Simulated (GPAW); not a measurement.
Here is a GPAW 26.7.0 calculation.

run.py

```python
from ase.io import read
from gpaw import PW
from gpaw.dft import DFT

atoms = read('POSCAR')

dft = DFT(atoms,
          mode=PW(600),
          xc='PBE',
          kpts={'size': (10, 10, 10), 'gamma': True},
          occupations={'name': 'fermi-dirac', 'width': 0.05},
          nbands=14,
          convergence={'density': 1e-05, 'energy': 1e-05},
          maxiter=150,
          txt='gpaw.txt')
print(f'Energy: {dft.calculate_energy():.6f} eV')
print('Forces (eV/A):')
print(dft.calculate_forces().round(4))
print('Stress (eV/A^3):', dft.calculate_stress().round(6))
dft.write_gpw_file('gs.gpw')
```

File POSCAR:

```
Sn
1.0
   -2.0291894110      2.0291894110      1.6607599896
    2.0291894110     -2.0291894110      1.6607599896
    2.0291894110      2.0291894110     -1.6607599896
Sn
1
Direct
    0.0000000000      0.0000000000      0.0000000000
```

Potentials or basis: GPAW PAW data sets (gpaw-data 1.2.1), pw.

Run with:

```console
$ OMP_NUM_THREADS=1 python run.py
```

Q: What does it give for the band gap on the k mesh?

A: None (metal or under the smearing width).

Q: Predict the pressure.

A: 0.6 GPa.

Stress tensor (GPa, compression positive):
```
0.21 0.00 0.00
0.00 0.21 0.00
0.00 0.00 1.47
```
